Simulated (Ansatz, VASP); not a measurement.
Two plane-wave programs on BaTiO3

File INCAR:

```
PREC = Accurate ; ENCUT = 520
EDIFF = 1E-7 ; ISMEAR = -1
SIGMA = 0.05 ; LREAL = False
LASPH = True ; NELM = 100
ALGO = Normal ; ISIF = 2
LWAVE = False ; LCHARG = False
GGA = PS ; NBANDS = 28
KPAR = 2
```

File KPOINTS:

```
Automatic mesh
0
Gamma
  7 7 7
```

Contents of POSCAR:

```
BaTiO3
1.0
    3.9729548958      0.0000000000      0.0000000000
    0.0000000000      3.9729548958      0.0000000000
    0.0000000000      0.0000000000      3.9910327445
Ba Ti O
1 1 3
Direct
    0.0000000000      0.0000000000      0.0000000000
    0.5000000000      0.5000000000      0.4900000000
    0.0000000000      0.5000000000      0.5170000000
    0.5000000000      0.0000000000      0.5170000000
    0.5000000000      0.5000000000      0.0190000000
```

Contents of input.yaml:

```yaml
crystal:
  lattice:
    - [3.9729548958, 0.0, 0.0]
    - [0.0, 3.9729548958, 0.0]
    - [0.0, 0.0, 3.9910327445]
  atoms:
    - { symbol: Ba, position: [0.0, 0.0, 0.0] }
    - { symbol: Ti, position: [0.5, 0.5, 0.49] }
    - { symbol: O, position: [0.0, 0.5, 0.517] }
    - { symbol: O, position: [0.5, 0.0, 0.517] }
    - { symbol: O, position: [0.5, 0.5, 0.019] }
hamiltonian:
  xc: pbesol
  pseudopotentials: { kind: paw }
kpoints:
  mp_grid: { grid: [7, 7, 7] }
scf:
  occupations: { method: fermi_dirac, width: 0.05 }
output:
  forces: true
  stress: true
  eigenvalues: true
```

Change from the starting cell: volume scaled by 0.98.

Alike in both runs: task single point; functional PBEsol; k mesh 7 × 7 × 7; occupations fermi-dirac, width 0.05 eV; no spin polarisation.

|  | VASP | Ansatz |
| --- | --- | --- |
| version | VASP 6.6.1 | Ansatz 0.2.0 |
| potentials or method | VASP PAW PBE potentials, release 64 (Ba_sv, Ti_sv, O) | Ansatz PAW |
| plane-wave cutoff (eV) | 520 | 420 |
| valence electrons in the cell | 40 | 40 |

Ansatz gave:

| Item | Value |
| --- | --- |
| gap on the k mesh at the Fermi level (eV) | 1.93 |
| least direct gap on the mesh (eV) | 2.07 |
| pressure (GPa) | -0.4 |
| largest component of the traceless stress (GPa) | 0.65 |
| rms of the force components (eV/Å) | 0.072 |

Problem. Estimate VASP's values.

Solution. gap on the k mesh at the Fermi level (eV): 1.86; least direct gap on the mesh (eV): 2.04; pressure (GPa): 1.5; largest component of the traceless stress (GPa): 0.69; rms of the force components (eV/Å): 0.069.

Atom by atom the forces differ by 0.016 eV/Å (rms over components).

Caveats: spin-orbit coupling is left out, which moves the levels of the heavy elements; the PAW data sets were made with another functional, which shifts forces and pressure a little (VASP); an odd mesh through Γ misses points on the zone boundary, where band edges often lie (VASP); odd divisions of the mesh miss points on the zone boundary, where band edges often lie, so the gap on the mesh can be too wide (Ansatz); the pressure holds a Pulay correction of +0.6 GPa for the finite cutoff (Ansatz); the PAW data sets come from PBE, with cores solved anew for the run's functional, which leaves a small shift of forces and pressure (Ansatz).
